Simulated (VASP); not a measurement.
## LiH (strained rocksalt): one r²SCAN single-point calculation in two programs

```yaml
crystal:
  lattice:
    - [0.02003, 2.02302, 2.02302]
    - [2.02302, 0.02003, 2.02302]
    - [2.02302, 2.02302, 0.02003]
  atoms:
    - { symbol: Li, position: [0.00000, 0.00000, 0.00000] }
    - { symbol: H, position: [0.50000, 0.50000, 0.50000] }
```

Datasets and cutoffs are each program's own. VASP's cell holds 4 valence electrons and Ansatz's 4. Ansatz's stress includes a Pulay correction; VASP's doesn't.

Cutoffs: 520 eV in VASP, 500 eV in Ansatz. k meshes: 10×10×10 and 10×10×10.

```
                               VASP    Ansatz
gap between bands v and c   3.59 eV   3.64 eV
         least direct gap   3.59 eV   3.64 eV
                 pressure  -1.0 GPa  -0.5 GPa
```

Band v is the last that the valence electrons fill when counted band by band, and c is the next. Levels in eV from the top of v, Ansatz:

```
point     v−1      v      c    c+1
    Γ  -45.59  -5.48  17.33  18.73
    X  -45.54   0.00   3.64  11.49
    K  -45.54  -0.51   4.81   8.26
    L  -45.55  -2.67   5.39  15.00
    W  -45.54  -0.21   5.97   6.01
```

VASP:

```csv
point,v−1,v,c,c+1
Γ,-45.75,-5.40,17.45,18.91
X,-45.69,0.00,3.59,11.50
K,-45.69,-0.54,4.76,8.32
L,-45.70,-2.71,5.53,15.02
W,-45.69,-0.24,5.93,5.97
```
